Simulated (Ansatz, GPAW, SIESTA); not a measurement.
One calculation of Ge, 3 ways

```
Ge
1.0
     0.00000    2.88574    5.11566
     2.63050    0.00000    5.11566
     2.63050    2.88574    0.00000
Ge
4
Cartesian
  2.6159 4.2021 5.1348
  2.5811 1.6049 5.1540
  2.6116 2.9070 2.2054
  2.5946 2.8908 8.0025
```

This isn't the form of Ge at room conditions, which is diamond.

Atoms were shifted at random by some hundredths of an Å from the given cell, which wasn't relaxed again for these runs.

Alike in all runs: task single point; functional PBEsol; k mesh 7 × 7 × 7; occupations fermi-dirac, width 0.05 eV; no spin polarisation; no spin-orbit coupling. Pressure is positive in compression and, in plane waves, holds the error of the finite cutoff.

```csv
program and potentials,plane-wave cutoff (eV),notes,pressure (GPa),largest force (eV/Å),energy over the undisturbed cell (meV/atom)
"GPAW, PAW data sets generated for this functional",600,4 valence electrons an atom on average,?,?,?
"SIESTA, files PseudoDojo sr-pbesol-0.4.1-standard, DZP (energy shift 0.003 Ry; two zetas on semicore shells)",-,atomic basis; 14 valence electrons an atom on average,-1.75,0.225,2.24
"Ansatz, all-electron LAPW, scalar-relativistic",-,-,-3.34,0.182,-
```

Estimate from the other rows what the run with GPAW, PAW data sets generated for this functional gave.

Pressure -3.50 GPa; largest force 0.190 eV/Å; energy over the undisturbed cell 2.07 meV/atom. The other rows, which needn't bracket it: pressure -3.34 to -1.75; largest force 0.182 to 0.225; energy over the undisturbed cell 2.24.
